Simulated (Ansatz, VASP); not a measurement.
**One calculation of Sb, two programs**

File INCAR:

```
SYSTEM = Sb
PREC = Accurate
ENCUT = 520
EDIFF = 1E-8
ISMEAR = -1
SIGMA = 0.05
LREAL = .False.
LASPH = .True.
NELM = 100
ALGO = Fast
ISIF = 2
LWAVE = .False.
LCHARG = .False.
GGA = PE
LEFG = .True.
NBANDS = 12
```

The input KPOINTS:

```
Automatic mesh
0
Gamma
  10 10 10
  0 0 0
```

POSCAR

```
Sb
1.0
    0.0000000000      3.4945307669      3.4945307669
    3.4945307669      0.0000000000      3.4945307669
    3.4945307669      3.4945307669      0.0000000000
Sb
2
Direct
    0.0000000000      0.0000000000      0.0000000000
    0.2500000000      0.2500000000      0.2500000000
```

Input for Ansatz:

```yaml
crystal:
  lattice:
    - [0.0, 3.4945307669, 3.4945307669]
    - [3.4945307669, 0.0, 3.4945307669]
    - [3.4945307669, 3.4945307669, 0.0]
  atoms:
    - { symbol: Sb, position: [0.0, 0.0, 0.0] }
    - { symbol: Sb, position: [0.25, 0.25, 0.25] }
kpoints:
  mp_grid: { grid: [10, 10, 10] }
scf:
  occupations: { method: fermi_dirac, width: 0.05 }
hamiltonian:
  xc: pbe
  pseudopotentials: { kind: all_electron, datasets: crystal, nuclear_model: point }
output:
  forces: true
  stress: true
  eigenvalues: true
  efg: { contact_densities: true }
```

Alike in both runs: task electric field gradients; functional PBE; k mesh 10 × 10 × 10; occupations fermi-dirac, width 0.05 eV; no spin polarisation.

```csv
,VASP,Ansatz
version,VASP 6.6.1,Ansatz 0.2.0
potentials or method,"VASP PAW PBE potentials, release 64 (Sb)","all-electron PAW with datasets made for the crystal, scalar-relativistic"
plane-wave cutoff (eV),520,see its input
```

```tsv
	VASP	Ansatz	Ansatz less VASP
pressure (GPa)	0.0	0.0	0.00
Vzz of the field gradient on the site that differs most (V/Å²)	0.0	0.0	0.00
```

Ansatz ran all-electron here, so the differences hold the error of VASP's frozen core and of both bases. Ansatz warned: «gradients_without_spin_orbit».

The runs have no spin-orbit coupling, so splittings on Sb are missing.
